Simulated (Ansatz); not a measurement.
## Computed properties of Hf3N4 (I-43d)

All numbers come from the PAW code Ansatz. (Simulation; no magnetic order is allowed.)

Structure: Hf3N4 (I-43d) from a database of computed structures, at its r2SCAN minimum. The symmetry is I-43d (No. 220, cubic); a = 6.707 Å in the conventional setting, 10.78 Å³ an atom. Around Hf lie 8 N at 2.19–2.46 Å; around N lie 6 Hf at 2.19–2.46 Å.

```
Hf N
1.0
    -3.35372    3.35372    3.35372
     3.35372   -3.35372    3.35372
     3.35372    3.35372   -3.35372
Hf N
6 8
Cartesian
  -1.6769 2.5153 3.3537
  3.3537 -1.6769 2.5153
  3.3537 1.6769 0.8384
  2.5153 3.3537 -1.6769
  0.8384 3.3537 1.6769
  1.6769 0.8384 3.3537
  0.4351 3.7888 -0.4351
  1.2418 -1.2418 2.1119
  1.2418 1.2418 1.2418
  2.1119 1.2418 -1.2418
  2.9187 2.9187 2.9187
  3.7888 -0.4351 0.4351
  -1.2418 2.1119 1.2418
  -0.4351 0.4351 3.7888
```

Relaxed lattice by functional, symmetry kept:
```
functional  k mesh  a (Å)  volume (Å³/atom)
       PBE   6×6×6  6.733             10.90
    r2SCAN   6×6×6  6.707             10.78
    PBEsol   6×6×6  6.651             10.51
```

Band edges at fixed r2SCAN geometry:
```csv
level,k mesh,gap (eV),kind,edges,least direct gap (eV)
PBE,6×6×6,1.01,direct,Γ,1.01
PBE+SOC,6×6×6,0.91,direct,Γ,0.91
r2SCAN,6×6×6,1.36,direct,Γ,1.36
HSE06,4×4×4,1.95,direct,Γ,1.95
PBE0,4×4×4,2.64,direct,Γ,2.64
```
PBE, PBE+SOC: smearing of 0.02 eV; the others have fixed occupations.
Wave cutoffs: 420 eV, 500 eV (r2SCAN).

The HSE06 gap is direct at Γ: 1.95 eV. Spin-orbit coupling changes the PBE gap by -0.101 eV, to 0.91 eV; at Γ the threefold valence level splits into a fourfold and a twofold level 0.25 eV apart, the fourfold one on top.

r2SCAN covers 37 % of the step from PBE to HSE06. For gaps to 0.1 eV, spin-orbit coupling (up to 0.10 eV here) has to be included. Among these functionals the gap stays direct.

r2SCAN (ground state on 4×4×4): The electronic dielectric tensor ε∞ is 10.08 in all directions. Born charges, averaged over directions: Hf +5.02, N -3.76 e. The program notes that the ground state's band table doesn't vouch for all the bands that the response reads.

On the PBEsol cell (a = 6.651 Å), with PBEsol: All optical modes at Γ are real, from 100 to 679 cm⁻¹ without the longitudinal term; this says nothing of other wave vectors. The long-range field leaves the highest mode where it is. The program warns that the force constants, and all that is formed from them, aren't settled on this k mesh. The clamped-ion dielectric constant comes out as 11.67 in all directions. With the ions relaxed, ε⁰ is 36.4 in all directions. Born charges, averaged over directions: Hf +4.90, N -3.68 e. The program notes that the ground state's band table doesn't vouch for all the bands that the response reads.

Only the levels marked +SOC include spin-orbit coupling.

The meshes of the hybrids are coarse, so their gaps aren't converged to the digits shown.
